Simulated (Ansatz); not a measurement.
# A defect in a wire: zigzag graphene nanoribbon (N = 4, H edges), vacancy of one C, part 2 of 5

Wanted: the relaxed defect and the transmission past it, beside the channels of the perfect wire.

Ansatz 0.2.0; DFT PBE, plane waves, PAW; relaxation of a wire's period (the session's first sound run).

So far. Step 2 (The relaxed wire): The cell's length comes to 2.463 Å with an absolute moment of 0.75 μB a cell.

### 3. Bands of the perfect wire

This step: DFT PBE, plane waves, PAW; channels and complex bands of a perfect wire (Ansatz 0.2.0).

At the relaxed period the Bloch states of the perfect wire are found at each energy: those that move forward count the open channels, and those that decay describe how a disturbance dies away inside the wire itself. An energy step of 0.035 eV is under the 0.039 eV that the program asks for its thermal average at 300 K.

File input.yaml:

```yaml
crystal:
  lattice:
    - [16.24, 0.0, 0.0]
    - [0.0, 7.0, 0.0]
    - [0.0, 0.0, 2.4629816081]
  atoms:
    - { symbol: H, position: [0.214197948, 0.5, 0.0] }
    - { symbol: C, position: [0.281445857, 0.5, 0.0], spin: 0.16 }
    - { symbol: C, position: [0.455799876, 0.5, 0.0] }
    - { symbol: C, position: [0.54420007, 0.5, 0.0] }
    - { symbol: C, position: [0.718554168, 0.5, 0.0], spin: -0.16 }
    - { symbol: H, position: [0.785802104, 0.5, 0.0] }
    - { symbol: C, position: [0.323388452, 0.5, 0.5], spin: -0.07 }
    - { symbol: C, position: [0.412357156, 0.5, 0.5], spin: 0.08 }
    - { symbol: C, position: [0.587642813, 0.5, 0.5], spin: -0.08 }
    - { symbol: C, position: [0.676611555, 0.5, 0.5], spin: 0.07 }
magnetization:
  spin_polarized: true
kpoints:
  mp_grid: { grid: [1, 1, 33] }
scf:
  occupations: { method: fermi_dirac, width: 0.05 }
hamiltonian:
  xc: pbe
output:
  transmission:
    e_range: [-1.26, 1.26]
    de: 0.035
    kmesh: [1, 1]
    reduced_basis: true
    leads: [[0, 0]]
basis:
  ecutwfc: "350 eV"
```

On the command line:

```bash
$ ansatz run input.yaml --threads 4 --pin off --max-ram 16384MiB --backend cpu --events-out ev --progress --plain --runs-dir out
```

Numbers of over 12 decimals in the logs are rounded to 6 here.

Output:

```text
Warning: basis.ecutwfc = 350 eV is below the records' recommended 420 eV, and the density's cutoff is lower with it unless basis.ecutrho_ratio is high enough to keep the records' density cutoff: compare with a run at a higher cutoff
[...]
Crystal: 10 atoms, lattice volume = 279.992 Å³
Basis set: ecut = 350 eV, 4159 PW (Γ)
Bands: 28, of which v1, the nominal top of the filled ones, is band 17 counted from 1 (16 counted from 0)
Symmetry: 4 space group operations
[...]
k-points: 17 of 33
[...]
Starting moments: Σ|m| = 0.62 μB on 6 of 10 sites
[...]
SCF iter   1: F=—  HF=-2044.288822 eV  |F-HF|=—  |Δ(HF+E_count)|=         —  Δρ=3.56e-2 (↑3.56e-2 ↓3.56e-2)  dr2=1.43e1  dr2_m=1.08e-2  M=-0.000 μB ∫|m|=0.387 μB  β_m=0.30  ethr=3.10e-3  ⟨swp⟩=6.8  Hψ=5012  notcnv=0  defer=53
[...]
SCF iter   2: F=—  HF=-2040.648238 eV  |F-HF|=—  |Δ(HF+E_count)|=    3.64e0  Δρ=2.27e-2 (↑2.27e-2 ↓2.27e-2)  dr2=5.34e0  dr2_m=8.25e-3  M=0.000 μB ∫|m|=0.436 μB  β_m=0.30  ethr=3.10e-3  ⟨swp⟩=3.0  Hψ=2142  notcnv=0  defer=154
spin-set hold released at iteration 2 (site moments show no strong build): the magnetisation degrees of freedom join the quasi-Newton model from the next iteration; the mixer history was kept
SCF iter   3: F=—  HF=-2038.667234 eV  |F-HF|=—  |Δ(HF+E_count)|=    1.98e0  Δρ=5.56e-3 (↑5.56e-3 ↓5.56e-3)  dr2=1.87e-1  dr2_m=5.37e-3  M=0.000 μB ∫|m|=0.470 μB  β_m=0.30  ethr=3.10e-3  ⟨swp⟩=4.0  Hψ=2294  notcnv=0  defer=164
[...]
SCF iter  16: F=-2038.644452 eV  HF=-2038.644452 eV  |F-HF|=9.53e-10  |Δ(HF+E_count)|=  2.69e-10  Δρ=3.77e-7 (↑3.41e-7 ↓3.77e-7)  dr2=1.41e-9  dr2_m=1.59e-10  M=-0.000 μB ∫|m|=0.750 μB  ethr=2.53e-11  ⟨swp⟩=3.5  Hψ=2276  notcnv=0
SCF 1 converged in 16 iterations: F = -2038.644452 eV  dr2 = 1.41e-9
[...]
transmission: 4 of 8 steps passed
transmission: 8 of 8 steps passed
Second SCF, for the conductance: iteration 1, dr2 1.638e-7 eV
Second SCF, for the conductance: iteration 2, dr2 1.523e-8 eV
Second SCF, for the conductance: iteration 3, dr2 5.061e-7 eV
Second SCF, for the conductance: iteration 4, dr2 7.218e-9 eV
Second SCF, for the conductance: iteration 5, dr2 3.963e-8 eV
Second SCF, for the conductance: iteration 6, dr2 1.056e-8 eV
Second SCF, for the conductance: iteration 7, dr2 3.869e-10 eV
Second SCF, for the conductance: iteration 8, dr2 1.441e-10 eV
transmission: 4 of 8 steps passed
transmission: 8 of 8 steps passed
SCF converged after 16 iterations
Magnetization: -0.0000 μB (17.0000 up, 17.0000 down)
Absolute magnetization: 0.7505 μB (∫|ρ↑−ρ↓|, with the PAW one-centre terms)
[...]
Per-site moments (μB) at R_I (Å): [(-0.00200163, 0.450494), (0.051433, 0.450494), (-0.015935, 0.585447), (0.015935, 0.585447), (-0.051433, 0.450494), (0.00200159, 0.450494), (-0.022503, 0.580517), (0.027399, 0.585447), (-0.027399, 0.585447), (0.022503, 0.580517)]
Free energy (F): -2038.644452 eV
[...]
Internal energy: -2038.643706 eV  (E = F + TS)
E sigma→0 (E₀):  -2038.644079 eV
Entropy (-TS):   -0.000746 eV (-0.075 meV/atom)
Fermi energy:    -1.085231 eV
[...]
--- Band table (eV; the first three rows and the last of 34) ---
  k-point 0 ↑: bands = [... 13 lower, -5.4891, -4.5133, -4.4425, -4.2152, 1.6490, 1.7724, 2.2568, 2.3538, ... 7 higher]
  k-point 1 ↑: bands = [... 13 lower, -5.5600, -4.5788, -4.4609, -4.1953, 1.6466, 1.7925, 2.2781, 2.3742, ... 7 higher]
  k-point 2 ↑: bands = [... 13 lower, -5.7653, -4.7681, -4.5185, -4.1370, 1.6368, 1.8524, 2.3422, 2.4351, ... 7 higher]
  k-point 16 ↓: bands = [... 13 lower, -3.6911, -3.3173, -3.2660, -1.4803, -0.7912, 1.0113, 1.1662, 1.6991, ... 7 higher]
--- Transmission ---
  basis      : 825 plane waves across, 4 finite elements along
  points     : 1, standing for a mesh of 1 x 1
  filling    : by a second SCF (8 iterations) under fermi_dirac of width 0.025852 eV on a mesh of 1 x 1 x 72, whose Fermi level is -1.077083 eV
  energies   : 73 from -1.260000 to 1.260000 eV about the Fermi level, 0.035000 eV apart; the leads are filled to 0.000000 eV, and channels, transmission and decay are at 0.000000 eV
  crystal 0  : H2C8, at the sites [0, 0], period 2.4630 Å: whole cells are its period
    offset         : up to 0.0000 Å between an atom of the period and one for which it stands
    filled         : 8.5 meV over the level at which it is neutral
    channels       : 0.000000e0 up, 0.000000e0 down
    conductance    : 7.7957e9 S/m² at 300 K; may be off by some 0.2 % by where its bands' edges are placed, 18.7 % from the distance to neutral
    slowest decay  : 0.0704 /Å at (0.0000, 0.0000)
```

Wall time 25 min (4 threads of Arm Neoverse V2, shared host); peak memory 5.4 GiB; 1.6 h of CPU time.

Numbers from this step:

```
energy at zero smearing                                         : -2038.6441 eV
absolute moment                                                 : 0.7505 μB
channels at the energy nearest the Fermi level, spin up         : 0
channels at the energy nearest the Fermi level, spin down       : 0
conductance of the lead as this run defines it                  : 1.14e-4 G₀
slowest decay in the lead at the energy nearest the Fermi level : 0.0704 Å⁻¹
```

Open channels of the lead against energy, zero at the Fermi level:

| energy (eV) | spin up | spin down |
| --- | --- | --- |
| -1.190 | 1 | 1 |
| -1.085 | 1 | 1 |
| -1.015 | 1 | 1 |
| -0.910 | 1 | 1 |
| -0.805 | 1 | 1 |
| -0.700 | 1 | 1 |
| -0.595 | 1 | 1 |
| -0.490 | 1 | 1 |
| -0.385 | 2 | 2 |
| -0.315 | 2 | 2 |
| -0.210 | 0 | 0 |
| -0.105 | 0 | 0 |
| 0.000 | 0 | 0 |
| 0.105 | 0 | 0 |
| 0.210 | 0 | 0 |
| 0.315 | 1 | 1 |
| 0.385 | 1 | 1 |
| 0.490 | 1 | 1 |
| 0.595 | 1 | 1 |
| 0.700 | 1 | 1 |
| 0.805 | 1 | 1 |
| 0.910 | 1 | 1 |
| 1.015 | 1 | 1 |
| 1.085 | 1 | 1 |
| 1.190 | 1 | 1 |

Spin up; the slowest values at each energy, most degenerate partners merged, listed up to 1.5 1/Å. The Im kz of the slowest decaying states by energy, zero at the Fermi level:

| energy (eV) | decay 1 (Å⁻¹) | decay 2 (Å⁻¹) | decay 3 (Å⁻¹) | decay 4 (Å⁻¹) |
| --- | --- | --- | --- | --- |
| -1.190 | 0.134 | 0.162 | 0.388 | 0.435 |
| -1.085 | 0.138 | 0.162 | 0.394 | 0.439 |
| -1.015 | 0.139 | 0.160 | 0.398 | 0.441 |
| -0.910 | 0.140 | 0.157 | 0.403 | 0.445 |
| -0.805 | 0.139 | 0.151 | 0.408 | 0.448 |
| -0.700 | 0.135 | 0.142 | 0.413 | 0.451 |
| -0.595 | 0.127 | 0.128 | 0.418 | 0.453 |
| -0.490 | 0.0968 | 0.118 | 0.423 | 0.456 |
| -0.385 | 0.111 | 0.427 | 0.458 | 0.476 |
| -0.315 | 0.122 | 0.430 | 0.460 | 0.476 |
| -0.210 | 0.0424 | 0.132 | 0.434 | 0.462 |
| -0.105 | 0.0635 | 0.135 | 0.437 | 0.464 |
| 0.000 | 0.0704 | 0.132 | 0.441 | 0.466 |
| 0.105 | 0.0688 | 0.124 | 0.444 | 0.467 |
| 0.210 | 0.0555 | 0.103 | 0.447 | 0.469 |
| 0.315 | 0.0723 | 0.0929 | 0.450 | 0.470 |
| 0.385 | 0.0985 | 0.121 | 0.452 | 0.471 |
| 0.490 | 0.116 | 0.138 | 0.454 | 0.472 |
| 0.595 | 0.125 | 0.147 | 0.456 | 0.473 |
| 0.700 | 0.130 | 0.153 | 0.459 | 0.474 |
| 0.805 | 0.133 | 0.156 | 0.461 | 0.474 |
| 0.910 | 0.133 | 0.156 | 0.462 | 0.475 |
| 1.015 | 0.131 | 0.155 | 0.464 | 0.475 |
| 1.085 | 0.129 | 0.154 | 0.465 | 0.475 |
| 1.190 | 0.124 | 0.150 | 0.466 | 0.475 |

Spin down; the slowest values at each energy, most degenerate partners merged, listed up to 1.5 1/Å. Table of Im kz of the slowest decaying states by energy, zero at the Fermi level:

| energy (eV) | decay 1 (Å⁻¹) | decay 2 (Å⁻¹) | decay 3 (Å⁻¹) | decay 4 (Å⁻¹) |
| --- | --- | --- | --- | --- |
| -1.190 | 0.134 | 0.162 | 0.388 | 0.435 |
| -1.015 | 0.139 | 0.160 | 0.398 | 0.441 |
| -0.805 | 0.139 | 0.151 | 0.408 | 0.448 |
| -0.595 | 0.127 | 0.128 | 0.418 | 0.453 |
| -0.385 | 0.111 | 0.427 | 0.458 | 0.476 |
| -0.210 | 0.0424 | 0.132 | 0.434 | 0.462 |
| 0.000 | 0.0704 | 0.132 | 0.441 | 0.466 |
| 0.210 | 0.0555 | 0.103 | 0.447 | 0.469 |
| 0.385 | 0.0985 | 0.121 | 0.452 | 0.471 |
| 0.595 | 0.125 | 0.147 | 0.456 | 0.473 |
| 0.805 | 0.133 | 0.156 | 0.461 | 0.474 |
| 1.015 | 0.131 | 0.155 | 0.464 | 0.475 |
| 1.190 | 0.124 | 0.150 | 0.466 | 0.475 |

By hand: the program gives 7.7957 × 10^9 S/m² over the cell's cross-section of 113.68 Å² = 1.137 × 10^-18 m², so one cell conducts 8.862 × 10^-9 S. Divided by G0 = 2e²/h = 7.748 × 10^-5 S this is 1.1e-4 G0, a resistance of 1.1e5 kΩ.

At the computed energy nearest the Fermi level there are 0 spin-up and 0 spin-down channels, and the thermal average gives 1.1e-4 G₀.

(Part 2 of 5 ends here.)

[Logs are printed without paths, hosts, clocks, repeated set-up lines and the standing remarks that a program may print on its own settings, such as how far it seeks lower states.]

[Hosts, paths, dates, database ids (printed as entryN), source tags and the programs' standing remarks are cut or masked in the printed files.]
